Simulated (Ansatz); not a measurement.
# Al9N: the cost of one run

Program: Ansatz 0.2.0. Level of theory: DFT PBE, scalar-relativistic, plane waves, PAW. These are calculated values, not measurements.

13 further runs of the same task are left out: 13 set aside as unsound or not needed. Runs told in other sessions of the task aren't counted.

## 1. The structure to begin with

Symmetry: P1, No. 1, triclinic system. The conventional cell has a = 5.707 Å, b = 9.806 Å, c = 22.790 Å, α = 90.00°, β = 90.00°, γ = 98.37°. Al (site symmetry 1) has 7 Al at 2.85 to 2.87 Å in its first shell of neighbours. Al (site symmetry 1) has 9 Al at 2.85 to 2.97 Å in its first shell of neighbours. Al (site symmetry 1) is surrounded by 9 Al at 2.85 to 2.99 Å. Al (site symmetry 1) is surrounded by 10 Al at 2.85 to 2.96 Å. Only part of the 20 independent sites is listed.

As a file:

```xyz
20
Lattice="5.7071 0.0000 0.0000 -1.4268 9.7015 0.0000 0.0000 0.0000 22.7904" Properties=species:S:1:pos:R:3 pbc="T T T"
Al    1.4268    0.6295    4.0000
Al    4.2803    0.6295    4.0000
Al    1.4268    3.3172    4.9957
Al    4.2803    3.3172    4.9957
Al    0.0000    5.7950    5.1949
Al    2.8535    5.7950    5.1949
Al    1.4268    8.2728    5.3940
Al    4.2803    8.2728    5.3940
Al    0.0003    1.2390    6.4001
Al    2.8538    1.2390    6.4001
Al   -0.0072    3.9216    7.5233
Al    2.8463    3.9216    7.5233
Al    1.4238    6.3997    7.6799
Al    4.2774    6.3997    7.6799
Al   -0.0083    8.8388    7.8610
Al    2.8452    8.8388    7.8610
Al    1.4319    1.7599    8.7904
Al    4.2854    1.7599    8.7904
N     0.8684    8.8388    9.5904
N     1.9684    8.8388    9.5904
```

This is the geometry of the first run shown, built on a cell relaxed beforehand with the same method.

## 2. The scan

Atoms count from 1 in the order of the input.

N2 lies flat over one site of a rigid substrate while its bond length and height are varied.

- distance N19-N20: 8 values from 1.000 to 3.000 Å
- height of the N2 axis above the plane of Al17: 8 values from 0.80 to 3.60 Å

Nothing else is relaxed. Points are written as (first, second).

## 3. Grid point (1.100 Å, 0.80 Å)

The cell repeats along c, and a dipole correction in the vacuum removes the field between the copies.

Input file input.yaml:

```yaml
crystal:
  lattice:
    - [5.707086311, 0.0, 0.0]
    - [-1.4267715777, 9.7014842372, 0.0]
    - [0.0, 0.0, 22.7903703877]
  atoms:
    - { symbol: Al, position: [0.2662216041, 0.0648864163, 0.1755127245] }
    - { symbol: Al, position: [0.7662216041, 0.0648864163, 0.1755127245] }
    - { symbol: Al, position: [0.3354806058, 0.3419224231, 0.2192029851] }
    - { symbol: Al, position: [0.8354806058, 0.3419224231, 0.2192029851] }
    - { symbol: Al, position: [0.1493324061, 0.5973296244, 0.2279410371] }
    - { symbol: Al, position: [0.6493324061, 0.5973296244, 0.2279410371] }
    - { symbol: Al, position: [0.4631842064, 0.8527368258, 0.2366790893] }
    - { symbol: Al, position: [0.9631842064, 0.8527368258, 0.2366790893] }
    - { symbol: Al, position: [0.0319772075, 0.1277109158, 0.2808262501] }
    - { symbol: Al, position: [0.5319772075, 0.1277109158, 0.2808262501] }
    - { symbol: Al, position: [0.0997917578, 0.4042231245, 0.3301071117] }
    - { symbol: Al, position: [0.5997917578, 0.4042231245, 0.3301071117] }
    - { symbol: Al, position: [0.4144000538, 0.6596656467, 0.3369822073] }
    - { symbol: Al, position: [0.9144000538, 0.6596656467, 0.3369822073] }
    - { symbol: Al, position: [0.226307693, 0.9110819227, 0.3449259125] }
    - { symbol: Al, position: [0.726307693, 0.9110819227, 0.3449259125] }
    - { symbol: Al, position: [0.2962427187, 0.1814071959, 0.3857054641] }
    - { symbol: Al, position: [0.7962427187, 0.1814071959, 0.3857054641] }
    - { symbol: "N", position: [0.379936275, 0.9110819227, 0.420808009] }
    - { symbol: "N", position: [0.5726791109, 0.9110819227, 0.420808009] }
basis:
  ecutwfc: 420
kpoints:
  mp_grid: { grid: [5, 3, 1] }
hamiltonian:
  xc: pbe
  pseudopotentials: { kind: paw, azcp: { folder: soft_1 } }
scf:
  occupations: { method: gaussian, width: 0.1 }
output:
  forces: true
  eigenvalues: true
efield:
  axis: 3
  dipole_correction: true
  ramp_width: 0.04
```

Started as:

```
$ ansatz run input.yaml --threads 1 --pin off --max-ram 3072MiB --backend cpu --events-out ev --progress --plain --runs-dir out
```

Q: Estimate wall time and peak memory on 1 thread of AMD EPYC 9R45 (Zen 5), shared host.

About 26 s, with a peak of 1.2 GiB.
